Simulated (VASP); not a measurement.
The system is CdGeAs2.

```
Cd As Ge
1.0
    -2.98887    2.98887    5.66430
     2.98887   -2.98887    5.66430
     2.98887    2.98887   -5.66430
Cd As Ge
2 4 2
Direct
  0.50000 0.50000 0.00000
  0.25000 0.75000 0.50000
  0.09622 0.12500 0.47122
  0.37500 0.90378 0.02878
  0.65378 0.62500 0.52878
  0.87500 0.34622 0.97122
  0.75000 0.25000 0.50000
  0.00000 0.00000 0.00000
```

The cell is a database's computed one.

Base run:

- Program: VASP 6.6.1
- Functional: r2SCAN
- Potentials or basis: VASP PAW PBE potentials, release 64 (Cd, As, Ge_d)
- Cutoff: 520 eV
- k mesh: 6 × 6 × 6
- Occupations: gaussian, width 0.02 eV
- Spin: no spin polarisation

Its results: band gap on the k mesh 0.08 eV, direct.

The run is repeated on the same cell with these changes: functional from r2SCAN to PBE; further incar settings from ALGO = Normal; EDIFF = 1e-06; NBANDS = 46 to ALGO = Normal; EDIFF = 1e-08. What comes out?

Band gap on the k mesh 0.19 eV, indirect (least direct gap 0.21 eV).

Caveats: the gap is small at this level, which inflates the dielectric constant (some runs).

Not every run made on this cell is shown here.
